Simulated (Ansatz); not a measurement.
Here is an Ansatz 0.2.0 calculation.

Contents of input.yaml:

```yaml
crystal:
  lattice:
    - [2.82503, 0.0, 0.0]
    - [0.0, 2.82503, 0.0]
    - [0.0, 0.0, 2.82503]
  atoms:
    - { symbol: Hf, position: [0.5, 0.5, 0.5] }
    - { symbol: "N", position: [0.0, 0.0, 0.0] }
hamiltonian:
  xc: r2scan
  pseudopotentials: { kind: paw }
  hubbard: { sites: [{ species: Hf, l: d, u_eff: 4.0 }] }
kpoints:
  mp_grid: { grid: [9, 9, 9] }
scf:
  occupations: { method: fermi_dirac, width: 0.05 }
  n_extra_bands: 6
output:
  forces: true
  stress: true
  eigenvalues: true
  dos: { projected: true, de: 0.05, nscf_kmesh: { grid: [14, 14, 14] } }
  write_density: true
  write_potential: true
  elf: true
  volumetric_format: npy
```

Potentials or basis: Ansatz PAW.

Run with:

```bash
$ ansatz run input.yaml --threads 2 --pin off --max-ram 5632MiB --backend cpu --events-out ev --progress --plain --runs-dir out
```

(1) What does it give for the pressure?

(2) What does it give for the density of states at the Fermi level?

(3) Estimate the band gap on the k mesh.

Answers

(1) 1.4 GPa.

(2) 1.06 states/eV per cell.

(3) none (metal or under the smearing width).

Caveat: U without spin polarisation on a metal has little footing; the PAW data sets come from PBE, with cores solved anew for the run's functional, which leaves a small shift of forces and pressure; the density of states is complete only up to the lowest level of the last band computed.
